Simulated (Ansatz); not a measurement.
# Al2Cu: the cost of one run

Method: DFT PBE, scalar-relativistic, plane waves, PAW, in Ansatz 0.2.0.

2 further runs of the same task are left out: 2 set aside as unsound or not needed.

**1. Starting point**

Symmetry: Fm-3m, No. 225, cubic system. The conventional cell has a = 5.783 Å, b = 5.783 Å, c = 5.783 Å, α = 90.00°, β = 90.00°, γ = 90.00°. Around Al (site symmetry -43m) lie 4 Cu at 2.50 Å. Cu (site symmetry m-3m) has 8 Al at 2.50 Å as nearest neighbours.

Structure file:

```cif
data_structure
_symmetry_space_group_name_H-M 'Fm-3m'
_symmetry_Int_Tables_number 225
_cell_length_a 5.7829
_cell_length_b 5.7829
_cell_length_c 5.7829
_cell_angle_alpha 90.000
_cell_angle_beta 90.000
_cell_angle_gamma 90.000
_cell_volume 193.39
loop_
_atom_site_label
_atom_site_type_symbol
_atom_site_symmetry_multiplicity
_atom_site_Wyckoff_symbol
_atom_site_fract_x
_atom_site_fract_y
_atom_site_fract_z
_atom_site_occupancy
Al1 Al 8 c 0.75000 0.25000 0.25000 1
Cu1 Cu 4 b 0.00000 0.50000 0.00000 1
```

It goes back to an entry of the Materials Project, which need not be the stable form.

It is built from the cell relaxed beforehand with the same method (16.12 Å³/atom).

**2. The undisturbed cell**

input.yaml

```yaml
crystal:
  lattice:
    - [0.0, 0.0, -5.7824626463]
    - [4.0892560465, -4.0892560465, 0.0]
    - [-4.0892560465, -4.0892560465, 0.0]
  atoms:
    - { symbol: Al, position: [0.25, 0.75, 0.25] }
    - { symbol: Al, position: [0.75, 0.25, 0.25] }
    - { symbol: Al, position: [0.25, 0.25, 0.75] }
    - { symbol: Al, position: [0.75, 0.75, 0.75] }
    - { symbol: Al, position: [0.25, 0.25, 0.25] }
    - { symbol: Al, position: [0.75, 0.75, 0.25] }
    - { symbol: Al, position: [0.25, 0.75, 0.75] }
    - { symbol: Al, position: [0.75, 0.25, 0.75] }
    - { symbol: Cu, position: [0.5, 0.0, 0.0] }
    - { symbol: Cu, position: [0.0, 0.5, 0.0] }
    - { symbol: Cu, position: [0.5, 0.5, 0.5] }
    - { symbol: Cu, position: [0.0, 0.0, 0.5] }
basis:
  ecutwfc: 420
kpoints:
  mp_grid: { grid: [8, 8, 8] }
hamiltonian:
  xc: pbe
scf:
  occupations: { method: gaussian, width: 0.15 }
output:
  forces: true
  stress: true
  eigenvalues: true
```

Launch:

```console
> ansatz run input.yaml --threads 1 --pin off --max-ram 2560MiB --backend cpu --events-out ev --progress --plain --runs-dir out
```

What time and memory should one allow on 1 thread of Intel Xeon Platinum 8259CL at 2.50GHz (Skylake/Cascade Lake), shared host?

About 60 s, with a peak of 0.89 GiB.
